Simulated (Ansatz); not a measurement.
# Li2O: band gap under strain

How does strain move the band edges of the published phase of Li2O, and do the functionals agree on it? States: -1.2 % biaxial strain in x and y, free along z; +4.2 % equal strain in all directions.

Program: Ansatz 0.2.0. PAW datasets, plane waves. The values are computed, spin-unpolarised, and not measurements.

## (1) Starting point

The unstrained cell was relaxed with r2SCAN; in each strained cell the atoms were relaxed again with r2SCAN. Names of k-points are those of the unstrained zone, where strain can split equivalent points. First state: -1.2 % biaxial strain in x and y, free along z.

Space group I4/mmm (No. 139), tetragonal; a = 3.193 Å, c = 4.585 Å in the conventional setting, 7.79 Å³ an atom. Li has 4 O at 1.97 Å and 4 Li at 2.26 Å; O has 8 Li at 1.97 Å.

As a file:

```cif
data_structure
_symmetry_space_group_name_H-M 'I4/mmm'
_symmetry_Int_Tables_number 139
_cell_length_a 3.1930
_cell_length_b 3.1930
_cell_length_c 4.5846
_cell_angle_alpha 90.000
_cell_angle_beta 90.000
_cell_angle_gamma 90.000
_cell_volume 46.74
loop_
_atom_site_label
_atom_site_type_symbol
_atom_site_symmetry_multiplicity
_atom_site_Wyckoff_symbol
_atom_site_fract_x
_atom_site_fract_y
_atom_site_fract_z
_atom_site_occupancy
Li1 Li 4 d 0.00000 0.50000 0.25000 1
O1 O 2 a 0.00000 0.00000 0.00000 1
```

## (2) -1.2 % biaxial strain in x and y, free along z: PBE

input.yaml reads:

```yaml
crystal:
  lattice:
    - [0.0, 2.257789409, 2.2923106253]
    - [2.257789409, 0.0, 2.2923106253]
    - [2.257789409, 2.257789409, 0.0]
  atoms:
    - { symbol: Li, position: [0.25, 0.25, 0.25] }
    - { symbol: Li, position: [0.75, 0.75, 0.75] }
    - { symbol: O, position: [0.0, 0.0, 0.0] }
kpoints:
  mp_grid: { grid: [10, 10, 10] }
  band_path:
    path:
      - [0.0, 0.0, 0.0]
      - [0.5, 0.0, 0.5]
      - [0.625, 0.25, 0.625]
      - [0.375, 0.375, 0.75]
      - [0.5, 0.5, 0.5]
      - [0.5, 0.25, 0.75]
      - [0.0, 0.5, 0.5]
    npoints: 1
hamiltonian:
  xc: pbe
scf:
  occupations: { method: fermi_dirac, width: 0.02 }
  n_extra_bands: 4
output:
  forces: true
  stress: true
  eigenvalues: true
  write_density: true
  write_potential: true
  elf: true
  volumetric_format: npy
```

Launch:

```sh
ansatz run input.yaml --threads 4 --pin off --max-ram 3686MiB --backend cpu --events-out ev --progress --plain --runs-dir out
```

After this run come: -1.2 % biaxial strain in x and y, free along z: r2SCAN; -1.2 % biaxial strain in x and y, free along z: HSE06; +4.2 % equal strain in all directions: PBE; +4.2 % equal strain in all directions: r2SCAN; +4.2 % equal strain in all directions: HSE06.

Before running it: what results should come out?

As calculated:

Least gap in eV (negative: overlap):

```
                                         state   PBE  r2SCAN  HSE06
-1.2 % biaxial strain in x and y, free along z  5.06    5.78   6.67
         +4.2 % equal strain in all directions  4.62    5.28   6.20
```

**Reading.** Where both were run, the HSE06 gap lies +1.58 to +1.61 eV from PBE's, each on its own k points. In PBE the gap is least under +4.2 % equal strain in all directions (4.62 eV) and largest under -1.2 % biaxial strain in x and y, free along z (5.06 eV).
